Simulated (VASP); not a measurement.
Wanted: the native input for a VASP 6.6.1 run.

```
Task                   : single point
Functional             : PBE
Potentials or basis    : VASP PAW PBE potentials, release 64 (Hg)
Cutoff                 : 520 eV
k mesh                 : 13 × 13 × 13
Occupations            : fermi-dirac, width 0.05 eV
Spin                   : no spin polarisation
Dipole correction      : no
Further INCAR settings : ALGO = Fast; EDIFF = 1e-06; NBANDS = 12
```

The structure of Hg lies in POSCAR:

```
Hg
1.0
    3.1111720119      0.0000000000      0.0000000000
    0.0000000000      3.1111720119      0.0000000000
    0.0000000000      0.0000000000      3.1111720119
Hg
1
Direct
    0.0000000000      0.0000000000      0.0000000000
```

One way to write it, as run:

INCAR

```
PREC = Accurate
ENCUT = 520
EDIFF = 1E-6
ISMEAR = -1
SIGMA = 0.05
LREAL = F
LASPH = T
NELM = 100
ALGO = Fast
ISIF = 2
LWAVE = F
LCHARG = F
GGA = PE
NBANDS = 12
```

KPOINTS

```
Automatic mesh
0
Gamma
  13 13 13
```

Potentials or basis: VASP PAW PBE potentials, release 64 (Hg).

Launch:

```bash
$ cat potpaw_PBE.64/Hg/POTCAR > POTCAR
$ mpirun -np 1 vasp_std > vasp.out
```

It gave:

```yaml
Pressure: 0.2 GPa
Band_gap_on_the_k_mesh: none (metal or under the smearing width)
```

It took 16 s on 1 thread of AMD EPYC 7R13 Processor (Zen 3), on a shared host, peak memory 0.13 GiB.
